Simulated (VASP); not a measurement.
Wanted: the native input for a VASP 6.6.1 run.

| Property | Result |
| --- | --- |
| Task | electric field gradients |
| Functional | PBEsol |
| Potentials or basis | VASP PAW PBE potentials, release 64 (B, N) |
| Cutoff | 600 eV |
| k mesh | 10 × 10 × 4 |
| Occupations | fermi-dirac, width 0.02 eV |
| Spin | no spin polarisation |
| Further INCAR settings | ALGO = Normal; EDIFF = 1e-07 |

The structure of BN lies in POSCAR:

```
BN
1.0
    2.4982400000      0.0000000000      0.0000000000
   -1.2491200000      2.1635393048      0.0000000000
    0.0000000000      0.0000000000      6.6357000000
B N
2 2
Direct
    0.3333333333      0.6666666667      0.2500000000
    0.6666666667      0.3333333333      0.7500000000
    0.3333333333      0.6666666667      0.7500000000
    0.6666666667      0.3333333333      0.2500000000
```

These files were run (other wordings do the same):

INCAR

```
SYSTEM = BN
ALGO = Normal
EDIFF = 1E-7
ENCUT = 600
GGA = PS
ISIF = 2
ISMEAR = -1
LASPH = .True.
LCHARG = .False.
LEFG = .True.
LREAL = .False.
LWAVE = .False.
NELM = 80
PREC = Accurate
SIGMA = 0.02
```

KPOINTS

```
k-points
0
Gamma
  10 10 4
  0 0 0
```

Potentials or basis: VASP PAW PBE potentials, release 64 (B, N).

Command:

```console
$ cat potpaw_PBE.64/B/POTCAR potpaw_PBE.64/N/POTCAR > POTCAR
$ mpirun -np 1 vasp_std > vasp.out
```

Results of the run:

| Item | Value |
| --- | --- |
| Pressure | 2.3 GPa |
| Band gap on the k mesh | 4.13 eV, indirect (least direct gap 4.61 eV) |

Caveat: the PAW data sets were made with another functional, which shifts forces and pressure a little; this functional lacks dispersion, which binds the layers, so the pressure and a relaxed spacing across them are unreliable.

Wall time 16 s on 1 thread of Intel(R) Xeon(R) Platinum 8375C CPU @ 2.90GHz (Ice Lake), with other jobs on the host, peak memory 0.15 GiB.
